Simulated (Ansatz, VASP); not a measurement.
# Bi: VASP beside Ansatz

File POSCAR:

```
Bi
1.0
   -1.9801954202      1.9801954202      1.9801954202
    1.9801954202     -1.9801954202      1.9801954202
    1.9801954202      1.9801954202     -1.9801954202
Bi
1
Direct
    0.0000000000      0.0000000000      0.0000000000
```

The input INCAR.step1:

```
  ALGO = Normal
  EDIFF = 1E-4
  ENCUT = 520
  GGA = PE
  ISMEAR = 0
  LASPH = True
  LCHARG = False
  LREAL = False
  LWAVE = True
  NBANDS = 14
  NELM = 60
  PREC = Accurate
  SIGMA = 0.1
```

INCAR.step2

```
  ALGO = Normal
  EDIFF = 1E-7
  ENCUT = 520
  ISIF = 2
  ISMEAR = 0
  ISTART = 1
  LASPH = True
  LCHARG = False
  LMIXTAU = True
  LREAL = False
  LWAVE = False
  METAGGA = R2SCAN
  NBANDS = 14
  NELM = 60
  PREC = Accurate
  SIGMA = 0.1
```

File KPOINTS:

```
k-points
0
Gamma
  16 16 16
```

Input for Ansatz:

```yaml
crystal:
  lattice:
    - [-1.9801954202, 1.9801954202, 1.9801954202]
    - [1.9801954202, -1.9801954202, 1.9801954202]
    - [1.9801954202, 1.9801954202, -1.9801954202]
  atoms:
    - { symbol: Bi, position: [0.0, 0.0, 0.0] }
basis:
  ecutwfc: 500
kpoints:
  mp_grid: { grid: [16, 16, 16] }
  band_path:
    path:
      - [[0.0, 0.0, 0.0], [0.5, -0.5, 0.5], [0.0, 0.0, 0.5], [0.0, 0.0, 0.0], [0.25, 0.25, 0.25], [0.5, -0.5, 0.5]]
      - [[0.25, 0.25, 0.25], [0.0, 0.0, 0.5]]
    npoints: 14
hamiltonian:
  xc: r2scan
scf:
  occupations: { method: gaussian, width: 0.1 }
  n_extra_bands: 6
output:
  forces: true
  stress: true
  eigenvalues: true
  populations: true
  dos: { projected: true, de: 0.02, nscf_kmesh: { grid: [24, 24, 24] } }
  bader: true
  write_density: true
  write_potential: true
  elf: true
  volumetric_format: npy
```

This isn't the form of Bi at room conditions, which is rhombohedral.

Alike in both runs: task single point; functional r2SCAN; k mesh 16 × 16 × 16; occupations gaussian, width 0.1 eV; no spin polarisation.

|  | VASP | Ansatz |
| --- | --- | --- |
| version | VASP 6.6.1 | Ansatz 0.2.0 |
| potentials or method | VASP PAW PBE potentials, release 64 (Bi_d) | scalar-relativistic, plane waves, PAW |
| plane-wave cutoff (eV) | 520 | 500 |
| valence electrons in the cell | 15 | 15 |

|  | VASP | Ansatz | Ansatz less VASP |
| --- | --- | --- | --- |
| gap on the k mesh at the Fermi level (eV) | none | none | - |
| pressure (GPa) | 0.0 | 0.0 | +0.02 |

A gap of «none» marks a metal or a gap that the smearing closes.

Caveats: the PAW data sets were made with another functional, which shifts forces and pressure a little (VASP); spin-orbit coupling is left out, which moves the levels of the heavy elements.
